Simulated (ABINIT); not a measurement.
The system is PtSe2 (Sudovikovite).

```
Pt Se
1.0
     3.72400    0.00000    0.00000
    -1.86200    3.22508    0.00000
     0.00000    0.00000    5.06200
Pt Se
1 2
Cartesian
  0.0000 0.0000 0.0000
  1.8620 1.0750 3.7965
  0.0000 2.1501 1.2655
```

Base run:

| Quantity | Value |
| --- | --- |
| Program | ABINIT 10.8.3 (patched build) |
| Functional | PW91 |
| Potentials or basis | JTH PAW PBE v2.0 |
| Cutoff | 544 eV |
| k mesh | 8 × 8 × 5 |
| Occupations | fermi-dirac, width 0.05 eV |
| Spin | no spin polarisation |

Its results: band gap on the k mesh none (metal or under the smearing width); pressure 7.9 GPa; largest force 0.725 eV/Å.

Task: After a change of settings the same cell gave: band gap on the k mesh none (metal or under the smearing width); pressure 6.6 GPa; largest force 0.045 eV/Å. Which change was it?
A. functional from PW91 to revPBE
B. functional from PW91 to HCTH407
C. functional from PW91 to PBEsol
D. functional from PW91 to WC

Result: B.

Caveats: the PAW data sets were made with another functional, which shifts forces and pressure a little; spin-orbit coupling is left out, which moves the levels of the heavy elements; the atomic spheres overlap.
